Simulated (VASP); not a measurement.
VASP 6.6.1 run: LiF

INCAR

```
GGA = PE
NSW = 0
LWAVE = .FALSE.
ISIF = 2
LCHARG = .FALSE.
NBANDS = 12
LASPH = .TRUE.
IBRION = -1
LREAL = .FALSE.
EDIFF = 1E-7
PREC = Accurate
NELM = 81
SIGMA = 0.2
ISMEAR = -5
ENCUT = 520
```

KPOINTS

```
KPOINTS created by Atomic Simulation Environment
0
Gamma
10 10 10
0 0 0
```

POSCAR

```
Li F
 1.0000000000000000
     0.0188394048000000    1.9937624249000001    1.9937624249000001
     1.9937624249000001    0.0188394048000000    1.9937624249000001
     1.9937624249000001    1.9937624249000001    0.0188394048000000
 Li  F
   1   1
Cartesian
  0.0000000000000000  0.0000000000000000  0.0000000000000000
  2.0031821273000001  2.0031821273000001  2.0031821273000001
```

The recommended PBE PAW datasets give the neutral cell 10 valence electrons.

Command

```
mpirun -np 1 vasp_std
```

OSZICAR

```
N       E                     dE             d eps       ncg     rms          rms(c)
DAV:   1     0.320293243530E+02    0.32029E+02   -0.54101E+03  2916   0.849E+02
DAV:   2    -0.906528979056E+01   -0.41095E+02   -0.40304E+02  3404   0.192E+02
DAV:   3    -0.101189792391E+02   -0.10537E+01   -0.10514E+01  3604   0.265E+01
DAV:   4    -0.101299141239E+02   -0.10935E-01   -0.10934E-01  3188   0.282E+00
DAV:   5    -0.101300545399E+02   -0.14042E-03   -0.14042E-03  3596   0.234E-01    0.454E+00
DAV:   6    -0.960807174060E+01    0.52198E+00   -0.24253E+00  3164   0.980E+00    0.135E+00
DAV:   7    -0.961236399051E+01   -0.42922E-02   -0.20123E-02  3664   0.124E+00    0.852E-01
DAV:   8    -0.961894270171E+01   -0.65787E-02   -0.14347E-02  3428   0.125E+00    0.109E-01
DAV:   9    -0.961895208875E+01   -0.93870E-05   -0.93337E-04  3248   0.277E-01    0.422E-02
DAV:  10    -0.961903501028E+01   -0.82922E-04   -0.12283E-04  3184   0.884E-02    0.161E-02
DAV:  11    -0.961903378351E+01    0.12268E-05   -0.65330E-06  3472   0.237E-02    0.286E-03
DAV:  12    -0.961903387288E+01   -0.89369E-07   -0.47584E-07  3284   0.590E-03
   1 F= -.96190339E+01 E0= -.96190339E+01  d E =0.000000E+00
```

From OUTCAR

```
k-points           NKPTS =    116   k-points in BZ     NKDIM =    116   number of bands    NBANDS=     12

   NELECT =      10.0000    total number of electrons

   dimension x,y,z NGX =    24 NGY =   24 NGZ =   24
   dimension x,y,z NGXF=    48 NGYF=   48 NGZF=   48

  energy-cutoff  :      520.00
  volume of cell :       15.63
      direct lattice vectors                 reciprocal lattice vectors
     0.018839405  1.993762425  1.993762425    -0.254364945  0.251983905  0.251983905
     1.993762425  0.018839405  1.993762425     0.251983905 -0.254364945  0.251983905
     1.993762425  1.993762425  0.018839405     0.251983905  0.251983905 -0.254364945

 k-points in reciprocal lattice and weights: KPOINTS created by Atomic Simulation Env
   0.00000000  0.00000000  0.00000000       0.001
   0.10000000  0.00000000 -0.00000000       0.006
   0.20000000  0.00000000 -0.00000000       0.006
   0.30000000  0.00000000 -0.00000000       0.006
   0.40000000  0.00000000  0.00000000       0.006
   0.50000000 -0.00000000 -0.00000000       0.003
   0.10000000  0.10000000  0.00000000       0.006
   0.20000000  0.10000000 -0.00000000       0.012
   ...

 E-fermi :  -0.6083

 k-point     1 :       0.0000    0.0000    0.0000
  band No.  band energies     occupation
      1     -41.5676      2.00000
      2     -20.8401      2.00000
      3      -0.7946      2.00000
      4      -0.7124      2.00000
      5      -0.7124      2.00000
      6       8.7578      0.00000
      7      23.6952      0.00000
      8      23.7038      0.00000
      9      23.8802      0.00000
     10      23.8802      0.00000
     11      24.1916      0.00000
     12      24.1916      0.00000

 k-point     2 :       0.1000    0.0000   -0.0000
  band No.  band energies     occupation
      1     -41.5608      2.00000
      2     -20.7978      2.00000
      3      -1.0265      2.00000
      4      -0.8072      2.00000
      5      -0.7389      2.00000
      6       9.0480      0.00000
      7      21.0428      0.00000
      8      22.3342      0.00000
      9      22.5397      0.00000
     10      24.8977      0.00000
     11      25.2442      0.00000
     12      25.2929      0.00000

 k-point     3 :       0.2000    0.0000   -0.0000
  band No.  band energies     occupation
      1     -41.5429      2.00000
      2     -20.6835      2.00000
      3      -1.7530      2.00000
      4      -0.8697      2.00000
      5      -0.8069      2.00000
      6       9.6793      0.00000
      7      18.5244      0.00000
      8      20.7957      0.00000
      9      20.9688      0.00000
     10      26.1699      0.00000
     11      26.3415      0.00000
     12      26.6958      0.00000

 k-point     4 :       0.3000    0.0000   -0.0000
  band No.  band energies     occupation
      1     -41.5208      2.00000
      2     -20.5366      2.00000
      3      -2.5624      2.00000
      4      -0.9419      2.00000
      5      -0.8880      2.00000
      6      10.1682      0.00000
      7      17.0771      0.00000
      8      19.4984      0.00000
      9      19.6639      0.00000
     10      27.6323      0.00000
     11      28.0534      0.00000
     12      28.4691      0.00000

 ...

  Total        0.5229265      0.5229265      0.5229265     -0.0621820     -0.0621820     -0.0621820
  in kB       53.6167469     53.6167469     53.6167469     -6.3756499     -6.3756499     -6.3756499
  external PRESSURE =      53.6167469 kB  Pullay stress =       0.0000000 kB

 POSITION                                       TOTAL-FORCE (eV/Angst)
 -----------------------------------------------------------------------------------
      0.00000      0.00000      0.00000        -0.000000     -0.000000      0.000000
      2.00318      2.00318      2.00318         0.000000      0.000000     -0.000000
 -----------------------------------------------------------------------------------
    total drift:                               -0.000000     -0.000000      0.000000

  FREE ENERGIE OF THE ION-ELECTRON SYSTEM (eV)
  ---------------------------------------------------
  free  energy   TOTEN  =        -9.6190338729 eV

  energy  without entropy=       -9.6190338729  energy(sigma->0) =       -9.61903387
```

It converged. Results: gap between bands v and c on the k mesh 9.47 eV; least direct gap on the k mesh 9.47 eV; pressure 5.4 GPa. Band v is the last that the valence electrons fill when counted band by band, and c is the next.

For comparison, a separate PBE run of the intended cell, on usual settings and not on those above, gives a gap of 9.47 eV on its mesh and a pressure of 5.4 GPa.

The run above took about 12 s on one core of a shared host (Intel Xeon Platinum 8488C) and held 0.14 GiB at most.
